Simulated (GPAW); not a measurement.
Crystal: Hf.

```
Hf
1.0
     2.91381    0.00000    0.00000
     0.00000    2.91381    0.00000
     0.00000    0.00000    2.91381
Hf
1
Direct
  0.50000 0.50000 0.50000
```

The cell was built by a generator and needn't be a form met in nature.

Base run:

| Property | Result |
| --- | --- |
| Program | GPAW 26.7.0 |
| Functional | BLYP |
| Potentials or basis | PAW data sets generated in the run's folder for this functional |
| Cutoff | 600 eV |
| Basis | pw |
| k mesh | 9 × 9 × 9 |
| Occupations | fermi-dirac, width 0.05 eV |
| Spin | no spin polarisation |

Its results: band gap on the k mesh none (metal or under the smearing width); pressure 3.4 GPa.

After a change of settings the same cell gave: band gap on the k mesh none (metal or under the smearing width); pressure -3.3 GPa. Which change was it?
A. functional from BLYP to AM05
B. functional from BLYP to PW91
C. functional from BLYP to RPBE; potentials or basis from PAW data sets generated in the run's folder for this functional to the program's PAW data sets (release 1.2.1) made for this functional
D. functional from BLYP to PBE; potentials or basis from PAW data sets generated in the run's folder for this functional to GPAW PAW data sets (gpaw-data 1.2.1)

A.

AM05 binds more tightly than BLYP, so the same cell stands under less pressure.
